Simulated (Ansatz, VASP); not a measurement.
One calculation of EuS, two programs

```
Eu S
1.0
     0.00000    2.97850    2.97850
     2.97850    0.00000    2.97850
     2.97850    2.97850    0.00000
Eu S
1 1
Direct
  0.00000 0.00000 0.00000
  0.50000 0.50000 0.50000
```

Alike in both runs: task band structure; functional r2SCAN; k mesh 8 × 8 × 8; occupations fermi-dirac, width 0.05 eV; collinear spin, ferromagnetic start.

|  | VASP | Ansatz |
| --- | --- | --- |
| version | VASP 6.6.1 | Ansatz 0.2.0 |
| potentials or method | VASP PAW PBE potentials, release 64 (Eu, S) | Ansatz PAW |
| plane-wave cutoff (eV) | 520 | 500 |
| valence electrons in the cell | 23 | 23 |

|  | VASP | Ansatz | Ansatz less VASP |
| --- | --- | --- | --- |
| gap on the k mesh at the Fermi level (eV) | none | none | - |
| pressure (GPa) | -2.6 | -2.1 | +0.49 |
| net moment per atom (μB) | 3.50 | 3.50 | +0.002 |
| size of the moment on the site where the two differ most (μB) | 6.53 | 6.81 | +0.281 |

Site moments also hang on the region over which each program counts them. A gap of «none» marks a metal or a gap that the smearing closes. The functional is the same, so the differences come from potentials, cutoffs and numerics.

Caveats: spin-orbit coupling is left out, which moves the levels of the heavy elements; a cell with one magnetic atom can't hold antiferromagnetic order, which such compounds often take; without U or exact exchange the open f shell lies at the Fermi level, which spoils levels, moments and volumes; the PAW data sets were made with another functional, which shifts forces and pressure a little (VASP); the magnetic or orbital state may not be the lowest (Ansatz); the PAW data sets come from PBE, with cores solved anew for the run's functional, which leaves a small shift of forces and pressure (Ansatz). The state reached can hang on the start; a lower one may exist.
